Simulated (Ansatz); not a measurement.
# FeGe (P6/mmm) in Ansatz: further runs, part 2 of 2

Ansatz 0.2.0. Earlier steps stand in the parts before.

## Step 3: Relaxation of cell and atoms, LDA+U, collinear spin, ferromagnetic start

Contents of input.yaml:

```yaml
crystal:
  lattice:
    - [4.9976023358, 0.0, 0.0]
    - [-2.4988011679, 4.3280505808, 0.0]
    - [0.0, 0.0, 4.11576135]
  atoms:
    - { symbol: Ge, position: [0.6666666667, 0.3333333333, 0.5] }
    - { symbol: Ge, position: [0.3333333333, 0.6666666667, 0.5] }
    - { symbol: Ge, position: [0.0, 0.0, 0.0] }
    - { symbol: Fe, position: [0.0, 0.5, 0.0], spin: 3.0 }
    - { symbol: Fe, position: [0.5, 0.5, 0.0], spin: 3.0 }
    - { symbol: Fe, position: [0.5, 0.0, 0.0], spin: 3.0 }
hamiltonian:
  xc: lda
  pseudopotentials: { kind: paw }
  hubbard: { sites: [{ species: Fe, l: d, u_eff: 2.0 }] }
magnetization:
  spin_polarized: true
kpoints:
  mp_grid: { grid: [6, 6, 7] }
scf:
  occupations: { method: fermi_dirac, width: 0.05 }
output:
  forces: true
  stress: true
  eigenvalues: true
relax:
  f_tol: 0.01
  max_steps: 40
  cell: { stress_tol: 0.05 }
```

Potentials or basis: Ansatz PAW.

Run with:

```sh
$ ansatz run input.yaml --threads 2 --pin off --max-ram 5632MiB --backend cpu --events-out ev --progress --plain --runs-dir out
```

Output:

```text
Warning: RAYON_NUM_THREADS=2 ignored (pool sized by the plan → 2); use --threads N
Ge: projections on atomic orbitals take those of the free atom [Ar] 3d10 4s2 4p2, of charge +0.00 (hamiltonian.pseudopotentials.projection_atoms); the dataset's partial waves leave at most 1.2e-6 of an orbital's norm unspanned inside its sphere
Fe: projections on atomic orbitals take those of the free atom [Ne] 3s2 3p6 3d6 4s2, of charge +0.00 (hamiltonian.pseudopotentials.projection_atoms); the dataset's partial waves leave at most 1.1e-6 of an orbital's norm unspanned inside its sphere
Engine: ansatz 0.2.0, aarch64-unknown-linux-gnu
Pseudopotentials: kind: paw
Pseudopotential: Ge, paw, valence charge 14, recommended cutoff 420 eV (normal), Ge.paw.azcp
Pseudopotential: Fe, paw, valence charge 16, recommended cutoff 420 eV (normal), Fe.paw.azcp
Functional definition: SPW92
  exchange = slater_x
  correlation = pw_c
Crystal: 6 atoms, lattice volume = 89.023 Å³
Basis set: ecut = 420 eV, 1699 PW (Γ)
Bands: 60, of which v1, the nominal top of the filled ones, is band 45 counted from 1 (44 counted from 0)
Symmetry: 24 space group operations
Space group: P6/mmm (ITA 191), of the structure as read, at distance tolerance 4.5e-5 Å
Magnetic group: BNS 191.233 (UNI 1463), of the structure as read, at distance tolerance 4.5e-5 Å
k-points: 28 of 252
Non-local potential: Ge, projectors of the file, l = 0: 2, l = 1: 2, l = 2: 3, l = 3: 1
Non-local potential: Fe, projectors of the file, l = 0: 3, l = 1: 2, l = 2: 3, l = 3: 1
PAW form: soft (Blöchl's): semilocal exchange-correlation on the pseudo side does not see the compensation charge
PAW frozen core: Ge, regenerated for the run's functional, and the local potential with it (the file was generated under x = pbe(κ = 0.804, μ = 0.2195149727645171), c = pbe(β = 0.06672455060314922))
PAW frozen core: Fe, regenerated for the run's functional, and the local potential with it (the file was generated under x = pbe(κ = 0.804, μ = 0.2195149727645171), c = pbe(β = 0.06672455060314922))
PAW one-centre angular grid: Ge, 590 points (default); XC on 64 Gauss nodes
PAW one-centre angular grid: Fe, 590 points (default); XC on 64 Gauss nodes
Initial density: superposition of atomic densities (chi_scale 0.1, normalization cell)
Starting moments: Σ|m| = 9 μB on 3 of 6 sites
Initial wavefunctions: pseudopotential atomic-orbital guess
Functional: x = slater, c = lda
SCF iter   1: F=—  HF=-25904.772572 eV  |F-HF|=—  |Δ(HF+E_count)|=         —  Δρ=7.22e-2 (↑2.49e-2 ↓7.22e-2)  dr2=1.24e1  dr2_m=1.17e0  M=6.029 μB ∫|m|=6.959 μB  β_m=0.30  ethr=3.10e-3  ⟨swp⟩=6.0  Hψ=11367  notcnv=0  defer=4
preconditioner: auto → Kerker (q_TF=auto, 2.733 Å⁻¹)  [metal: Δε(μ)=0.013 eV  Ē_g=17.515 eV  σ=0.050 eV  W_gap=0.06  n_scr=26 (ndim 8)  ℏωp=32.0 eV  f_vac=0.002  D(μ)=3.67/eV (n_scr^D=26)]
spin=Collinear: Kerker preconditioning applied to the charge; magnetization (m = ρ↑ − ρ↓) channel mixes plain (no charge-response kernel on spin).
SCF iter   2: F=—  HF=-25903.863614 eV  |F-HF|=—  |Δ(HF+E_count)|=   9.09e-1  Δρ=3.20e-2 (↑3.20e-2 ↓3.15e-2)  dr2=3.89e0  dr2_m=3.90e-1  M=6.266 μB ∫|m|=7.262 μB  β_m=0.30  ethr=3.10e-3  ⟨swp⟩=2.3  Hψ=5045  notcnv=0  defer=291
SCF iter   3: F=—  HF=-25903.421898 eV  |F-HF|=—  |Δ(HF+E_count)|=   4.42e-1  Δρ=2.33e-2 (↑2.09e-2 ↓2.33e-2)  dr2=2.17e0  dr2_m=2.00e-1  M=6.238 μB ∫|m|=7.236 μB  β_m=0.30  ethr=3.10e-3  ⟨swp⟩=2.0  Hψ=3851  notcnv=0  defer=283
SCF iter   4: F=—  HF=-25902.940705 eV  |F-HF|=—  |Δ(HF+E_count)|=   4.81e-1  Δρ=1.25e-2 (↑9.69e-3 ↓1.25e-2)  dr2=3.79e-1  dr2_m=3.48e-2  M=6.840 μB ∫|m|=7.628 μB  β_m=1.00  ethr=2.41e-3  ⟨swp⟩=2.6  Hψ=4852  notcnv=0  defer=278
[... 197 lines left out ...]
Free energy (F): -25903.150143 eV
Harris-Foulkes:  -25903.150143 eV  (|F-HF|=0.00e0)
Internal energy: -25903.128734 eV  (E = F + TS)
E sigma→0 (E₀):  -25903.139438 eV
Entropy (-TS):   -0.021409 eV (-3.568 meV/atom)
Fermi energy:    15.245076 eV
--- Per-component energies (eV) ---
  E_band       = -991.581405
  E_kinetic    = 1406.141311
  E_local      = -14006.396665  (includes V_loc(G=0)·N_el)
  E_nonlocal   = 1935.654727
  E_hartree    = 6097.137405
  E_xc         = -582.966623
  E_vxc        = -658.049213  (∫ρ·V_xc dr)
  E_hubbard    = 4.656688  (on-site DFT+U / exact-exchange correction)
  E_vhub       = -11.610320  (the Hubbard potential's part of the band-sum identity)
  E_paw        = -9744.340812  (= ΣΔE_a)
  E_vpaw       = -1851.599506  (= ΣTr[D̂ρ^β])
  E_aug_tail   = 0.003264  (compensation charges beyond the density's cutoff)
  E_ewald      = -11019.947615
  E_core_change = 6.929586  (= ΣΔE_core)
  E_smearing   = -0.021409  (= −TS)
  E_closure    = -0.000000  (closes the sum)
  Σ components = -25903.150143   (vs F -25903.150143, Δ=0.00e0)
--- Forces (eV/Å), atoms counted from 1 ---
  atom   1  Ge     0.00000000    -0.00000000    -0.00000000
  atom   2  Ge     0.00000000     0.00000000     0.00000000
  atom   3  Ge     0.00000000     0.00000000     0.00000000
  atom   4  Fe     0.00000000     0.00000000     0.00000000
  atom   5  Fe     0.00000000     0.00000000     0.00000000
  atom   6  Fe     0.00000000    -0.00000000     0.00000000
  max |Σ_I F_I| component: 2.78e-17 eV/Å
--- Stress (GPa, compression-positive) ---
       -0.028559       0.000000      -0.000000
       -0.000000      -0.028559      -0.000000
       -0.000000      -0.000000      -0.025057
  P = ⅓ Tr σ = -0.0274 GPa (-0.274 kbar)
--- Band table (eV; the first three rows and the last of 56) ---
  k-point 0 ↑: bands = ["-72.0782", "-72.0214", "-72.0214", "-38.8154", "-38.6341", "-38.6341", "-38.4800", "-38.4291", "-38.4291", "-38.4221", "-38.3949", "-38.3949", "-9.7641", "-9.7020", "-9.7020", "-9.6939", "-9.6939", "-9.6516", "-9.6516", "-9.6291", "-9.6291", "-9.6232", "-9.5976", "-9.5976", "-9.5954", "-9.5954", "-9.5559", "2.3242", "6.1888", "8.5280", "9.3010", "9.6963", "9.8482", "9.8482", "11.0961", "11.0961", "11.3867", "11.3867", "11.9124", "12.0831", "12.0831", "12.8816", "12.8816", "13.0147", "13.0991", "13.0991", "14.5873", "14.5971", "16.0763", "16.0763", "18.0965", "18.4828", "19.6274", "19.6274", "20.8396", "21.5469", "22.4108", "22.4108", "24.2444", "25.4635"]
  k-point 1 ↑: bands = ["-72.0782", "-72.0215", "-72.0215", "-38.8153", "-38.6341", "-38.6341", "-38.4804", "-38.4292", "-38.4292", "-38.4221", "-38.3949", "-38.3949", "-9.7632", "-9.7015", "-9.7015", "-9.6951", "-9.6951", "-9.6504", "-9.6504", "-9.6332", "-9.6332", "-9.6207", "-9.5969", "-9.5969", "-9.5936", "-9.5936", "-9.5568", "2.5115", "6.1213", "7.9617", "9.3486", "10.0218", "10.0218", "10.1057", "11.1429", "11.1429", "11.1584", "11.1584", "11.6488", "12.3925", "12.3925", "12.8830", "12.8830", "13.0062", "13.0836", "13.0836", "14.5874", "14.7436", "15.6992", "15.6992", "17.4878", "18.9092", "19.3394", "19.3394", "19.3932", "21.6208", "21.6208", "23.6493", "25.3197", "25.8552"]
  k-point 2 ↑: bands = ["-72.0781", "-72.0216", "-72.0216", "-38.8150", "-38.6341", "-38.6341", "-38.4813", "-38.4295", "-38.4295", "-38.4221", "-38.3949", "-38.3949", "-9.7611", "-9.7003", "-9.7003", "-9.6975", "-9.6975", "-9.6477", "-9.6477", "-9.6413", "-9.6413", "-9.6151", "-9.5953", "-9.5953", "-9.5907", "-9.5907", "-9.5587", "3.0540", "5.7800", "7.3933", "8.6387", "10.4179", "10.4179", "10.8641", "10.8641", "11.3674", "11.3863", "11.3863", "11.4045", "12.8854", "12.8854", "12.8924", "12.8924", "12.9870", "13.0513", "13.0513", "14.5875", "14.6793", "14.6793", "14.8255", "16.5045", "16.8927", "18.7053", "18.7053", "20.7805", "20.7805", "21.6462", "26.1209", "26.3784", "26.3784"]
  k-point 27 ↓: bands = ["-69.7702", "-69.7702", "-69.7395", "-36.3987", "-36.3987", "-36.3656", "-36.3306", "-36.3306", "-36.3018", "-36.2537", "-36.2537", "-36.1730", "-9.7653", "-9.7490", "-9.7124", "-9.7124", "-9.6966", "-9.6966", "-9.6622", "-9.6369", "-9.6369", "-9.6220", "-9.6111", "-9.6111", "-9.6074", "-9.5927", "-9.5927", "5.6528", "5.6528", "6.1257", "9.2848", "9.2848", "9.5848", "12.3088", "12.3088", "13.1390", "13.1390", "13.1948", "13.9533", "13.9533", "14.3375", "14.8909", "14.8909", "15.4152", "15.5061", "15.6240", "15.6240", "16.6494", "16.8356", "18.7564", "18.7564", "20.0477", "20.0477", "20.7259", "22.3197", "25.1153", "25.3449", "25.3449", "25.8068", "25.8068"]
--- Relaxed structure (5 steps of the walk, 5 accepted, 1 SCFs on fresh bases) ---
  F+E_penalty+E_count = -25903.15014283 eV   max|allowed force component| = 1.665e-16 eV/Å   (the final SCF, on the basis selected at the relaxed cell)
  cell:  # Å, volume = 83.1302 Å³
    - [4.899845666356137, 0.0, 0.0]
    - [-2.4499228331780687, 4.243390821687506, 0.0]
    - [0.0, 0.0, 3.998191915702673]
  atoms:
    - { symbol: Ge, position: [0.6666666666666667, 0.33333333333333326, 0.5] }
    - { symbol: Ge, position: [0.33333333333333326, 0.6666666666666666, 0.5] }
    - { symbol: Ge, position: [7.746077259283625e-36, -4.017251468963066e-35, 0.0] }
    - { symbol: Fe, position: [-2.7755575615628914e-17, 0.49999999999999994, 0.0] }
    - { symbol: Fe, position: [0.5, 0.49999999999999994, 0.0] }
    - { symbol: Fe, position: [0.5, -4.0172514689630656e-35, 0.0] }
```

Wall time 1.7 min (2 threads of Arm Neoverse V2, shared host); peak memory 0.62 GiB.

Results:

| Item | Value |
| --- | --- |
| Free energy | -25903.1501 eV |
| Relaxed volume | 13.86 Å³/atom |
| Relaxed cell | a = 4.900 Å, b = 4.900 Å, c = 3.998 Å, α = 90.00°, β = 90.00°, γ = 120.00° |
| Space group after relaxing (to 0.05 Å) | P6/mmm (No. 191) |
| Energy gained by relaxing | 26.5 meV/atom |
| Ionic steps | 7 |
| Pressure after relaxing | 0.0 GPa |
| Band gap on the k mesh | none (metal or under the smearing width) |
| Net moment | 5.80 μB per cell |
| Absolute moment | 6.60 μB per cell |
| Site moments | Ge -0.06, -0.08; Fe +2.03 μB |

Step by step:
```csv
step,energy change (eV),largest force (eV/Å),volume (Å³)
1,0.0000,0.0000,89.02
2,-0.1315,0.0000,85.45
3,-0.1576,0.0000,82.26
4,-0.1619,0.0000,83.07
5,-0.1619,0.0000,83.13
6,-0.1592,0.0000,83.13
7,-0.1592,0.0000,83.13
```

Final structure:
```
CELL_PARAMETERS angstrom
4.89985 0.00000 0.00000
-2.44992 4.24339 0.00000
0.00000 0.00000 3.99819
ATOMIC_POSITIONS crystal
Ge 0.66667 0.33333 0.50000
Ge 0.33333 0.66667 0.50000
Ge 0.00000 0.00000 0.00000
Fe 0.00000 0.50000 0.00000
Fe 0.50000 0.50000 0.00000
Fe 0.50000 0.00000 0.00000
```

Eigenvalues of the final occupation matrices:
```tsv
site	spin	trace	eigenvalues
site 1	1	4.53	0.85 0.89 0.91 0.93 0.95
site 1	2	2.44	0.31 0.32 0.50 0.64 0.67
site 2	1	4.53	0.85 0.89 0.91 0.93 0.95
site 2	2	2.44	0.31 0.32 0.50 0.64 0.67
site 3	1	4.53	0.85 0.89 0.91 0.93 0.95
site 3	2	2.44	0.31 0.32 0.50 0.64 0.67
```

Caveat: the magnetic or orbital state may not be the lowest; the plane-wave basis is chosen anew once the cell has moved, so the energies of steps on either side of that aren't comparable; the PAW data sets come from PBE, with cores solved anew for the run's functional, which leaves a small shift of forces and pressure; the U is typed as a test and isn't derived for this compound. The state reached can hang on the start; a lower one may exist.

## Step 4: Relaxation of cell and atoms, LDA+U, collinear spin, ferromagnetic start

Edit input.yaml of step 3 so:

```diff
@@ -15,3 +15,3 @@
   pseudopotentials: { kind: paw }
-  hubbard: { sites: [{ species: Fe, l: d, u_eff: 2.0 }] }
+  hubbard: { sites: [{ species: Fe, l: d, u_eff: 3.0 }] }
 magnetization:
```

Run with:

```sh
$ ansatz run input.yaml --threads 2 --pin off --max-ram 5632MiB --backend cpu --events-out ev --progress --plain --runs-dir out
```

Run time: 86 s. Hardware: 2 threads of Arm Neoverse V2, shared host; peak memory 0.63 GiB.

The run converged. Its results:

```yaml
Free_energy: -25900.9378 eV
Relaxed_volume: 14.25 Å³/atom
Relaxed_cell: a = 4.934 Å, b = 4.934 Å, c = 4.055 Å, α = 90.00°, β = 90.00°, γ = 120.00°
Space_group_after_relaxing_to_0.05_Å: P6/mmm (No. 191)
Energy_gained_by_relaxing: 8.5 meV/atom
Ionic_steps: 6
Pressure_after_relaxing: 0.0 GPa
Band_gap_on_the_k_mesh: none (metal or under the smearing width)
Net_moment: 6.68 μB per cell
Absolute_moment: 7.57 μB per cell
Site_moments: Ge -0.06, -0.10; Fe +2.34 μB
```

Step by step:
```tsv
step	energy change (eV)	largest force (eV/Å)	volume (Å³)
1	0.0000	0.0000	89.02
2	-0.0412	0.0000	87.04
3	-0.0523	0.0000	85.11
4	-0.0528	0.0000	85.48
5	-0.0511	0.0000	85.48
6	-0.0511	0.0000	85.48
```

Final structure:
```
Ge Fe
1.0
     4.93396    0.00000    0.00000
    -2.46698    4.27293    0.00000
     0.00000    0.00000    4.05463
Ge Fe
3 3
Direct
  0.66667 0.33333 0.50000
  0.33333 0.66667 0.50000
  0.00000 0.00000 0.00000
  0.00000 0.50000 0.00000
  0.50000 0.50000 0.00000
  0.50000 0.00000 0.00000
```

Levels at points of the mesh, in eV from the Fermi level:
Spin up:
```tsv
k point	band 44	band 45	band 46	band 47	band 48	band 49	band 50	band 51	band 52	band 53
(0.00, 0.00, 0.00)	-2.97	-2.78	-2.78	-1.34	-1.14	0.39	0.39	2.82	3.02	4.28
(0.00, -0.50, 0.00)	-2.85	-2.82	-0.74	-0.05	0.61	1.04	1.36	2.69	3.42	3.67
```
Spin down:
```csv
k point,band 37,band 38,band 39,band 40,band 41,band 42,band 43,band 44,band 45,band 46
"(0.00, 0.00, 0.00)",-3.01,-2.36,-2.36,-0.88,-0.88,1.09,1.25,1.25,1.64,1.64
"(0.00, -0.50, 0.00)",-2.46,-1.86,-1.79,-1.54,-0.24,0.32,0.33,0.86,1.55,1.74
```

Eigenvalues of the final occupation matrices:
| site | spin | trace | eigenvalues |
| --- | --- | --- | --- |
| site 1 | 1 | 4.66 | 0.89 0.92 0.94 0.95 0.97 |
| site 1 | 2 | 2.26 | 0.26 0.28 0.40 0.64 0.69 |
| site 2 | 1 | 4.66 | 0.89 0.92 0.94 0.95 0.97 |
| site 2 | 2 | 2.26 | 0.26 0.28 0.40 0.64 0.69 |
| site 3 | 1 | 4.66 | 0.89 0.92 0.94 0.95 0.97 |
| site 3 | 2 | 2.26 | 0.26 0.28 0.40 0.64 0.69 |

Caveat: the magnetic or orbital state may not be the lowest; the plane-wave basis is chosen anew once the cell has moved, so the energies of steps on either side of that aren't comparable; the PAW data sets come from PBE, with cores solved anew for the run's functional, which leaves a small shift of forces and pressure; the U is typed as a test and isn't derived for this compound.

## Step 5: Relaxation of cell and atoms, LDA+U, collinear spin, ferromagnetic start

Edit input.yaml of step 4 so:

```diff
@@ -15,3 +15,3 @@
   pseudopotentials: { kind: paw }
-  hubbard: { sites: [{ species: Fe, l: d, u_eff: 3.0 }] }
+  hubbard: { sites: [{ species: Fe, l: d, u_eff: 4.0 }] }
 magnetization:
@@ -26,2 +26,6 @@
   eigenvalues: true
+  write_density: true
+  write_potential: true
+  elf: true
+  volumetric_format: npy
 relax:
```

Run with:

```sh
$ ansatz run input.yaml --threads 2 --pin off --max-ram 5632MiB --backend cpu --events-out ev --progress --plain --runs-dir out
```

Run time: 96 s. Hardware: 2 threads of Arm Neoverse V2, shared host; peak memory 0.99 GiB.

The run converged. Its results:

```yaml
Free_energy: -25899.0033 eV
Relaxed_volume: 14.94 Å³/atom
Relaxed_cell: a = 5.008 Å, b = 5.008 Å, c = 4.126 Å, α = 90.00°, β = 90.00°, γ = 120.00°
Space_group_after_relaxing_to_0.05_Å: P6/mmm (No. 191)
Energy_gained_by_relaxing: 0.2 meV/atom
Ionic_steps: 5
Pressure_after_relaxing: 0.0 GPa
Band_gap_on_the_k_mesh: none (metal or under the smearing width)
Net_moment: 7.80 μB per cell
Absolute_moment: 8.56 μB per cell
Site_moments: Ge -0.04, -0.10; Fe +2.67 μB
```

The path:
| step | energy change (eV) | largest force (eV/Å) | volume (Å³) |
| --- | --- | --- | --- |
| 1 | 0.0000 | 0.0000 | 89.02 |
| 2 | -0.0007 | 0.0000 | 89.32 |
| 3 | -0.0008 | 0.0000 | 89.61 |
| 4 | -0.0011 | 0.0000 | 89.61 |
| 5 | -0.0011 | 0.0000 | 89.61 |

Final structure:
```
Ge Fe
1.0
     5.00797    0.00000    0.00000
    -2.50398    4.33702    0.00000
     0.00000    0.00000    4.12593
Ge Fe
3 3
Direct
  0.66667 0.33333 0.50000
  0.33333 0.66667 0.50000
  0.00000 0.00000 0.00000
  0.00000 0.50000 0.00000
  0.50000 0.50000 0.00000
  0.50000 0.00000 0.00000
```

Levels at points of the mesh, in eV from the Fermi level:
Spin up:
| k point | band 45 | band 46 | band 47 | band 48 | band 49 | band 50 | band 51 | band 52 | band 53 | band 54 |
| --- | --- | --- | --- | --- | --- | --- | --- | --- | --- | --- |
| (0.00, 0.00, 0.00) | -3.00 | -3.00 | -2.25 | -1.86 | -0.18 | -0.18 | 2.70 | 2.76 | 4.10 | 4.10 |
| (0.00, -0.50, 0.00) | -3.59 | -1.43 | -0.39 | 0.33 | 0.75 | 0.79 | 2.30 | 3.11 | 3.22 | 3.46 |
Spin down:
```
            k point  band 38  band 39  band 40  band 41  band 42  band 43  band 44  band 45
 (0.00, 0.00, 0.00)    -2.45    -2.45     0.01     0.01     1.48     1.48     1.49     1.66
(0.00, -0.50, 0.00)    -1.67    -1.60    -1.20     0.44     0.64     0.88     1.14     1.69
```

Eigenvalues of the final occupation matrices:
```
  site  spin  trace               eigenvalues
site 1     1   4.77  0.92 0.94 0.96 0.97 0.98
site 1     2   2.04  0.21 0.21 0.25 0.64 0.73
site 2     1   4.77  0.92 0.94 0.96 0.97 0.98
site 2     2   2.04  0.21 0.21 0.25 0.64 0.73
site 3     1   4.77  0.92 0.94 0.96 0.97 0.98
site 3     2   2.04  0.21 0.21 0.25 0.64 0.73
```

Caveat: the magnetic or orbital state may not be the lowest; the plane-wave basis is chosen anew once the cell has moved, so the energies of steps on either side of that aren't comparable; the PAW data sets come from PBE, with cores solved anew for the run's functional, which leaves a small shift of forces and pressure; the U is typed as a test and isn't derived for this compound.

## Step 6: Overview

```tsv
U	gap on the mesh (eV)	pressure (GPa)	moment (μB)	relaxed volume (Å³/atom)
Fe d U = 1 eV	none	0.0	4.24	13.46
Fe d U = 2 eV	none	0.0	5.80	13.86
Fe d U = 3 eV	none	0.0	6.68	14.25
Fe d U = 4 eV	none	0.0	7.80	14.94
```

Alike in all rows: task relaxation of cell and atoms; level LDA+U; potentials or basis Ansatz PAW; spin collinear, ferromagnetic start; cell relaxed; k mesh 6 × 6 × 7; cutoff (eV) 420; smearing fermi-dirac 0.05 eV.

Caveats: the magnetic or orbital state may not be the lowest; the plane-wave basis is chosen anew once the cell has moved, so the energies of steps on either side of that aren't comparable; the PAW data sets come from PBE, with cores solved anew for the run's functional, which leaves a small shift of forces and pressure; the U is typed as a test and isn't derived for this compound.

Total energies depend on the potentials used, so only differences within one code and one set of settings carry meaning.
